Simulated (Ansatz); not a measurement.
# Ga: pressure up to the limit of the methods

One table from this session's results is given with a row withheld; the runs are named, their logs left out.

Program: Ansatz 0.2.0. Level of theory: DFT PBE, with the methods named in each step. These are calculated values, not measurements.

1 further run of the same task is left out (it didn't finish).

### The system as given

It takes space group P6/mmm (No. 191, hexagonal). Conventional cell: a = 2.895 Å, b = 2.895 Å, c = 2.722 Å, α = 90.00°, β = 90.00°, γ = 120.00°. Around Ga (site symmetry 6/mmm) lie 8 Ga at 2.72 to 2.90 Å.

As a file:

```cif
data_structure
_symmetry_space_group_name_H-M 'P6/mmm'
_symmetry_Int_Tables_number 191
_cell_length_a 2.8954
_cell_length_b 2.8954
_cell_length_c 2.7217
_cell_angle_alpha 90.000
_cell_angle_beta 90.000
_cell_angle_gamma 120.000
_cell_volume 19.76
loop_
_atom_site_label
_atom_site_type_symbol
_atom_site_symmetry_multiplicity
_atom_site_Wyckoff_symbol
_atom_site_fract_x
_atom_site_fract_y
_atom_site_fract_z
_atom_site_occupancy
Ga1 Ga 1 a 0.00000 0.00000 0.00000 1
```

The file gives the conventional cell by its symmetry; the runs use the cell typed in the input.

Whether this phase is the stable one at these pressures isn't tested.

The first run:

input.yaml reads:

```yaml
crystal:
  lattice:
    - [2.8954060997, 0.0, 0.0]
    - [-1.4477030498, 2.5074952366, 0.0]
    - [0.0, 0.0, 2.7216817337]
  atoms:
    - { symbol: Ga, position: [0.0, 0.0, 0.0] }
kpoints:
  mp_grid: { grid: [17, 17, 15] }
scf:
  occupations: { method: fermi_dirac, width: 0.05 }
hamiltonian:
  xc: pbe
  pseudopotentials: { kind: paw }
output:
  forces: true
  stress: true
relax:
  f_tol: 0.005
  max_steps: 40
  cell: {}
```

Started as:

```
$ ansatz run input.yaml --threads 1 --pin off --max-ram 2048MiB --backend cpu --events-out ev --progress --plain --runs-dir out
```

Steps of the session up to this table: Cell relaxed at zero pressure, PAW; Volume scaled by 1, PAW; Shape and atoms relaxed at 0.95 of the volume, PAW; Volume scaled by 0.95, PAW; Volume scaled by 0.95, PAW (cutoff 300 eV); Shape and atoms relaxed at 0.85 of the volume, PAW; Volume scaled by 0.85, PAW; Shape and atoms relaxed at 0.75 of the volume, PAW; Volume scaled by 0.75, PAW; Shape and atoms relaxed at 0.65 of the volume, PAW; Volume scaled by 0.65, PAW; Shape and atoms relaxed at 0.55 of the volume, PAW; Volume scaled by 0.55, PAW; Shape and atoms relaxed at 0.45 of the volume, PAW; Volume scaled by 0.45, PAW; Shape and atoms relaxed at 0.4 of the volume, PAW; Volume scaled by 0.4, PAW; Volume scaled by 0.4, PAW (source ansatz).

One of the session's tables, all rows but one given; the rest of the session is left out.

```
             method  volume over the first  volume (Å³/atom)  pressure (GPa)
                PAW                      1            19.378            0.01
                PAW                   0.95            18.409            2.85
                PAW                   0.85            16.471           11.89
                PAW                   0.75            14.534           28.99
                PAW                   0.65                 ?               ?
                PAW                   0.55            10.658          128.04
                PAW                   0.45             8.720          273.93
                PAW                    0.4             7.751          413.10
PAW (cutoff 300 eV)                   0.95            18.409            2.93
PAW (source ansatz)                    0.4             7.751          413.41
```

Q: Estimate the row for PAW, 0.65 from the others.

The run gave: volume (Å³/atom): 12.596; pressure (GPa): 61.81. In the column «volume (Å³/atom)» it lies between PAW, 0.55 (10.658) and PAW, 0.75 (14.534).

Limits of these values: Warnings in the runs' records: cutoff below recommended.
